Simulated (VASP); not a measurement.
# ZnS (P6_3mc) in VASP: settings compared

Aim: see how the results for ZnS move with the level of theory and the settings. Levels: r2SCAN+D3(BJ), revPBE, RPBE. Tasks: single point.

Program: VASP 6.6.1. These are calculated values, not measurements. Logs are shortened: lines on timing, memory, paths and dates and some standing lists are left out, and cuts for length are marked.

**Experimental background.**

From a printed reference work, monograph, for a bulk crystal of ZnS at 4 K: band gap 3.911 eV (direct).

The runs below are set against these values where they give the same quantity.

**1. The cell of the first run**

The structure is hexagonal, space group P6_3mc (No. 186). The conventional cell has a = 3.862 Å, b = 3.862 Å, c = 18.936 Å, α = 90.00°, β = 90.00°, γ = 120.00°. Within 3.1 Å of Zn (site symmetry 3m) lie 4 S at 2.37 Å. Zn (site symmetry 3m) has 4 S at 2.37 Å within 3.1 Å. Within 3.1 Å of Zn (site symmetry 3m) lie 4 S at 2.37 Å. Within 3.1 Å of S (site symmetry 3m) lie 4 Zn at 2.37 Å. S (site symmetry 3m) has 4 Zn at 2.37 Å within 3.1 Å. Within 3.1 Å of S (site symmetry 3m) lie 4 Zn at 2.37 Å.

**2. Single point, r2SCAN+D3(BJ)**

Input file POSCAR:

```
ZnS
1.0
    3.8621636474      0.0000000000      0.0000000000
   -1.9310818237      3.3447318322      0.0000000000
    0.0000000000      0.0000000000     18.9359391258
Zn S
6 6
Direct
    0.3333333333      0.6666666667      0.8333300000
    0.6666666667      0.3333333333      0.3333300000
    0.6666666667      0.3333333333      0.6666700000
    0.3333333333      0.6666666667      0.1666700000
    0.0000000000      0.0000000000      0.5000000000
    0.0000000000      0.0000000000      0.0000000000
    0.3333333333      0.6666666667      0.9583300000
    0.6666666667      0.3333333333      0.4583300000
    0.6666666667      0.3333333333      0.7916700000
    0.3333333333      0.6666666667      0.2916700000
    0.0000000000      0.0000000000      0.6250000000
    0.0000000000      0.0000000000      0.1250000000
```

Input file INCAR.step1:

```
PREC = Accurate
ENCUT = 520
ISMEAR = -1
SIGMA = 0.05
LREAL = False
LASPH = True
NELM = 100
NBANDS = 66
GGA = PE
ALGO = Normal
EDIFF = 1E-4
LWAVE = True
LCHARG = False
```

Input file INCAR.step2:

```
PREC = Accurate
ENCUT = 520
EDIFF = 1E-7
ISMEAR = -1
SIGMA = 0.05
LREAL = False
LASPH = True
NELM = 100
ALGO = Normal
ISIF = 2
LWAVE = False
LCHARG = False
METAGGA = R2SCAN
LMIXTAU = True
IVDW = 12
VDW_S6 = 1.0
VDW_S8 = 0.78981345
VDW_A1 = 0.49484001
VDW_A2 = 5.73083694
NBANDS = 66
ISTART = 1
```

Input file KPOINTS:

```
Automatic mesh
0
Gamma
  8 8 2
```

Potentials or basis: VASP PAW PBE potentials, release 64 (Zn, S).

On the command line:

```bash
$ cat potpaw_PBE.64/Zn/POTCAR potpaw_PBE.64/S/POTCAR > POTCAR
$ cp INCAR.step1 INCAR
$ mpirun -np 1 vasp_std > vasp.out
$ cp INCAR.step2 INCAR
$ mpirun -np 1 vasp_std > vasp.out
```

OUTCAR:

```text
PREC = Accurate
   ENCUT = 520
   EDIFF = 1E-7
   ISMEAR = -1
   LREAL = False
   LASPH = True
   NELM = 100
   ISIF = 2
   METAGGA = R2SCAN
   IVDW = 12
   ISTART = 1
 IVDW          = 12

 ion  position               nearest neighbor table
   1  0.333  0.667  0.833-   9 2.37   9 2.37   9 2.37   7 2.37
   2  0.667  0.333  0.333-  10 2.37  10 2.37  10 2.37   8 2.37
   3  0.667  0.333  0.667-  11 2.37  11 2.37  11 2.37   9 2.37
   4  0.333  0.667  0.167-  12 2.37  12 2.37  12 2.37  10 2.37
   5  0.000  0.000  0.500-   8 2.37   8 2.37   8 2.37  11 2.37
   6  0.000  0.000  0.000-   7 2.37   7 2.37   7 2.37  12 2.37
   7  0.333  0.667  0.958-   6 2.37   6 2.37   6 2.37   1 2.37
   8  0.667  0.333  0.458-   5 2.37   5 2.37   5 2.37   2 2.37
   9  0.667  0.333  0.792-   1 2.37   1 2.37   1 2.37   3 2.37
  10  0.333  0.667  0.292-   2 2.37   2 2.37   2 2.37   4 2.37
  11  0.000  0.000  0.625-   3 2.37   3 2.37   3 2.37   5 2.37
  12  0.000  0.000  0.125-   4 2.37   4 2.37   4 2.37   6 2.37

  LATTYP: Found a hexagonal cell.
 ALAT       =     3.8621636474
 C/A-ratio  =     4.9029354669

  Lattice vectors:

 A1 = (   3.8621636474,   0.0000000000,   0.0000000000)
 A2 = (  -1.9310818237,   3.3447318322,   0.0000000000)
 A3 = (   0.0000000000,   0.0000000000,  18.9359391258)

Analysis of symmetry for initial positions (statically):
=====================================================================
 Subroutine PRICEL returns:
 Original cell was already a primitive cell.

 Routine SETGRP: Setting up the symmetry group for a
 hexagonal supercell.

 Subroutine GETGRP returns: Found 12 space group operations
 (whereof  6 operations were pure point group operations)
 out of a pool of 24 trial point group operations.

The static configuration has the point symmetry C_3v.
 The point group associated with its full space group is C_6v.

Analysis of symmetry for dynamics (positions and initial velocities):
=====================================================================
 Subroutine PRICEL returns:
 Original cell was already a primitive cell.

 Routine SETGRP: Setting up the symmetry group for a
 hexagonal supercell.

 Subroutine GETGRP returns: Found 12 space group operations
 (whereof  6 operations were pure point group operations)
 out of a pool of 24 trial point group operations.

The dynamic configuration has the point symmetry C_3v.
 The point group associated with its full space group is C_6v.

 Subroutine INISYM returns: Found 12 space group operations
 (whereof  6 operations are pure point group operations),
 and found     1 'primitive' translations

----------------------------------------------------------------------------------------

                                     Primitive cell

  volume of cell :     244.6126

  direct lattice vectors                    reciprocal lattice vectors
     3.862163647  0.000000000  0.000000000     0.258922224  0.149488816  0.000000000
    -1.931081824  3.344731832  0.000000000     0.000000000  0.298977631  0.000000000
     0.000000000  0.000000000 18.935939126     0.000000000  0.000000000  0.052809633

  length of vectors
     3.862163647  3.862163647 18.935939126     0.298977631  0.298977631  0.052809633

  position of ions in fractional coordinates (direct lattice)
     0.333333333  0.666666667  0.833330000
     0.666666667  0.333333333  0.333330000
     0.666666667  0.333333333  0.666670000
     0.333333333  0.666666667  0.166670000
     0.000000000  0.000000000  0.500000000
     0.000000000  0.000000000  0.000000000
     0.333333333  0.666666667  0.958330000
     0.666666667  0.333333333  0.458330000
     0.666666667  0.333333333  0.791670000
     0.333333333  0.666666667  0.291670000
     0.000000000  0.000000000  0.625000000
     0.000000000  0.000000000  0.125000000

  ion indices of the primitive-cell ions
   primitive index   ion index
                 1           1
                 2           2
                 3           3
                 4           4
                 5           5
                 6           6
[... 49 lines left out ...]
  Thomas-Fermi vector in A             =   2.380759
   LORBIT       =      0    0 simple, 1 ext, 2 COOP (PROOUT), +10 PAW based schemes
   METAGGA = R2SCAN    functional components
   LHFCALC =     F    Hartree Fock is set to
   AEXX    =    0.0000 exact exchange contribution
   IVDW    =    12    specifies the selected vdW correction
   LEPSILON=     F    determine dielectric tensor
   LRPA    =     F    only Hartree local field effects (RPA)
 non-spin polarized calculation
  energy-cutoff  :      520.00
  volume of cell :      244.61
 maximum number of plane-waves:      6641
 NGX is ok and might be reduce to    30
   NGX = 15   NGY = 15   NGZ = 71

 number of electron     108.0000075 magnetization

 Free energy of the ion-electron system (eV)
  ---------------------------------------------------
  ext. energy  EPLUGINS =         0.00000000
  ---------------------------------------------------
  free energy    TOTEN  =      -113.10000558 eV

  energy without entropy =     -113.10000558  energy(sigma->0) =     -113.10000558

 E-fermi :   2.5796     XC(G=0): -10.1164

 val. band max:        1.5339302203   @ k =   0.0000   0.0000   0.0000
 cond. band min:       4.0829666900   @ k =   0.0000   0.0000   0.0000
 fundamental gap:      2.5490364697
 Fermi energy:         2.5796360263

 k-point     1 :       0.0000    0.0000    0.0000
  band No.  band energies     occupation
      1     -11.9173      2.00000
      2     -11.7258      2.00000
      3     -11.7170      2.00000
      4     -11.2859      2.00000
      5     -11.2770      2.00000
      6     -11.0303      2.00000
[... 58 lines left out ...]
     65       8.5166      0.00000
     66       8.6246      0.00000

 k-point     2 :       0.1250    0.0000    0.0000
  band No.  band energies     occupation
      1     -11.8167      2.00000
      2     -11.6335      2.00000
      3     -11.6247      2.00000
      4     -11.2157      2.00000
      5     -11.2069      2.00000
      6     -10.9754      2.00000
[... 1300 lines left out ...]
     65       8.5591      0.00000
     66       8.5591      0.00000

------------------------ aborting loop because EDIFF is reached ----------------------------------------

 Edisp (eV)   -1.69869

 E8    (eV) :    -0.5103

  FORCE on cell =-STRESS in cart. coord.  units (eV):
  Direction    XX          YY          ZZ          XY          YZ          ZX
  --------------------------------------------------------------------------------------
  -------------------------------------------------------------------------------------
  Total      -6.15759    -6.15759    -6.10030     0.00000     0.00000     0.00000
  in kB     -40.33135   -40.33135   -39.95608     0.00000     0.00000     0.00000
  external pressure =      -40.21 kB  Pullay stress =        0.00 kB

 VOLUME and BASIS-vectors are now :
 -----------------------------------------------------------------------------
  energy-cutoff  :      520.00
  volume of cell :      244.61
      direct lattice vectors                 reciprocal lattice vectors
     3.862163647  0.000000000  0.000000000     0.258922224  0.149488816  0.000000000
    -1.931081824  3.344731832  0.000000000     0.000000000  0.298977631  0.000000000
     0.000000000  0.000000000 18.935939126     0.000000000  0.000000000  0.052809633

 POSITION                                       TOTAL-FORCE (eV/Angst)
 -----------------------------------------------------------------------------------
     -0.00000      2.22982     15.77989         0.000000     -0.000000     -0.009898
      1.93108      1.11491      6.31192         0.000000      0.000000     -0.009898
      1.93108      1.11491     12.62402         0.000000      0.000000     -0.003628
     -0.00000      2.22982      3.15605        -0.000000     -0.000000     -0.003628
      0.00000      0.00000      9.46797        -0.000000     -0.000000     -0.011984
      0.00000      0.00000      0.00000         0.000000     -0.000000     -0.011984
     -0.00000      2.22982     18.14688        -0.000000     -0.000000     -0.015389
      1.93108      1.11491      8.67891        -0.000000     -0.000000     -0.015389
      1.93108      1.11491     14.99101        -0.000000     -0.000000      0.006901
     -0.00000      2.22982      5.52305        -0.000000     -0.000000      0.006901
      0.00000      0.00000     11.83496        -0.000000     -0.000000      0.033998
      0.00000      0.00000      2.36699        -0.000000     -0.000000      0.033998
 -----------------------------------------------------------------------------------
    total drift:                                0.000000      0.000000     -0.135883

  FREE ENERGIE OF THE ION-ELECTRON SYSTEM (eV)
  ---------------------------------------------------
  free  energy   TOTEN  =      -114.7987001420 eV

  energy  without entropy=     -114.7987001420  energy(sigma->0) =     -114.79870014
```

Run time: 55 min. Hardware: 1 thread of Intel Xeon 8259CL, shared host; peak memory 0.52 GiB.

Results:

```yaml
Free_energy: -114.7987 eV
Pressure: -4.0 GPa
Largest_force: 0.034 eV/Å
Band_gap_on_the_k_mesh: 2.55 eV
Dispersion_energy_per_atom: -0.142 eV
```

Forces on the atoms (eV/Å):
```
Zn   0.000  0.000 -0.010
Zn   0.000  0.000 -0.010
Zn   0.000  0.000 -0.004
Zn   0.000  0.000 -0.004
Zn   0.000  0.000 -0.012
Zn   0.000  0.000 -0.012
S    0.000  0.000 -0.015
S    0.000  0.000 -0.015
S    0.000  0.000  0.007
S    0.000  0.000  0.007
S    0.000  0.000  0.034
S    0.000  0.000  0.034
```

Levels at points of the mesh, in eV from the valence-band top:
| k point | band 51 | band 52 | band 53 | band 54 | band 55 | band 56 | band 57 | band 58 |
| --- | --- | --- | --- | --- | --- | --- | --- | --- |
| (0.00, 0.00, 0.00) | -0.23 | -0.02 | 0.00 | 0.00 | 2.55 | 3.60 | 3.67 | 3.74 |
| (0.50, 0.00, 0.00) | -1.22 | -1.21 | -1.05 | -0.84 | 3.85 | 3.97 | 4.02 | 4.28 |
| (0.00, 0.00, 0.50) | -0.06 | -0.06 | -0.06 | -0.06 | 3.00 | 3.00 | 3.70 | 3.70 |
| (0.50, 0.00, 0.50) | -1.17 | -1.17 | -0.95 | -0.95 | 3.78 | 3.78 | 4.27 | 4.27 |

Caveat: the cell stands under tension; the PAW data sets were made with another functional, which shifts forces and pressure a little. A k mesh can miss the band edges.

(Part 1 of 2 ends here.)
